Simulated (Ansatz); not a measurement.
## Migration of Cs in CsCl

All numbers below come from Ansatz 0.2.0, DFT PBE, scalar-relativistic, plane waves, PAW. Settings: 420 eV cutoff, 2×2×2 k-mesh, Gaussian smearing of 0.02 eV, collinear spin.

In a supercell of 16 host sites, interstitial Cs hops to an equivalent place, moving 0.82 Å between the relaxed ends. Climbing-image nudged elastic band at fixed cell with images 0 (start) to 6 (end), the path measured over all atoms, converged to 0.05 eV/Å; the order of the saddle wasn't checked, and the small cell leaves errors of about a tenth of an eV.

Spin-orbit coupling is left out, which matters for the bands and energies of heavy elements.

Start:

```
CELL_PARAMETERS angstrom
-8.40586 0.00000 0.00000
-4.20293 8.40586 0.00000
-4.20293 0.00000 -8.40586
ATOMIC_POSITIONS crystal
Cs 0.02208 0.00021 0.09127
Cs 0.73952 0.49966 0.00000
Cs 0.01476 0.48077 0.50015
Cs 0.61097 0.00012 0.91047
Cs 0.66823 0.99907 0.50012
Cs 0.23929 0.50034 0.99988
Cs 0.49572 0.51835 0.50000
Cs 0.31488 0.99988 0.30157
Cl 0.52388 0.24473 0.22144
Cl 0.25428 0.69718 0.26221
Cl 0.48878 0.75537 0.78013
Cl 0.95196 0.30311 0.26187
Cl 0.24477 0.24440 0.77946
Cl 0.76870 0.75521 0.22063
Cl 0.01515 0.69757 0.73791
Cl 0.71317 0.30227 0.73793
Cs 0.11415 0.99969 0.70131
```

Atom 17 jumps to (-3.906, -0.003, -6.714) Å.

(1) Give the energy along the band and the structure at its top.

Results:

(1)
| image | path (Å) | E − E(0) (eV) | Cs x (Å) | Cs y (Å) | Cs z (Å) | force on Cs (eV/Å) |
| --- | --- | --- | --- | --- | --- | --- |
| 0 | 0.00 | 0.000 | -3.906 | -0.003 | -5.895 | 0.01 |
| 1 | 0.59 | 0.047 | -3.942 | -0.002 | -6.097 | 0.03 |
| 2 | 1.19 | 0.165 | -3.929 | -0.003 | -6.216 | 0.02 |
| 3 | 1.78 | 0.222 | -3.887 | -0.003 | -6.304 | 0.02 |
| 4 | 2.37 | 0.165 | -3.929 | -0.003 | -6.393 | 0.02 |
| 5 | 2.97 | 0.047 | -3.942 | -0.002 | -6.512 | 0.03 |
| 6 | 3.56 | 0.000 | -3.906 | -0.003 | -6.714 | 0.01 |

Barrier 0.22 eV. Image 3:
```
CELL_PARAMETERS angstrom
-8.40586 0.00000 0.00000
-4.20293 8.40586 0.00000
-4.20293 0.00000 -8.40586
ATOMIC_POSITIONS crystal
Cs 0.95459 0.00007 0.13758
Cs 0.75081 0.49237 0.99960
Cs 0.00041 0.49237 0.50040
Cs 0.50030 0.99976 0.95776
Cs 0.70806 0.99976 0.54224
Cs 0.24334 0.50737 0.99959
Cs 0.49292 0.50737 0.50041
Cs 0.34218 0.00007 0.36242
Cl 0.50319 0.27213 0.25112
Cl 0.27646 0.72792 0.24887
Cl 0.50739 0.73589 0.75000
Cl 0.00431 0.27213 0.24888
Cl 0.24343 0.26362 0.75000
Cl 0.77533 0.72792 0.25113
Cl 0.97308 0.72170 0.75000
Cl 0.69506 0.27780 0.75000
Cs 0.08761 0.99970 0.75000
```

Cost: 1 run of about 26 core-minutes, on Intel Xeon Platinum 8488C (Sapphire Rapids) (shared hosts).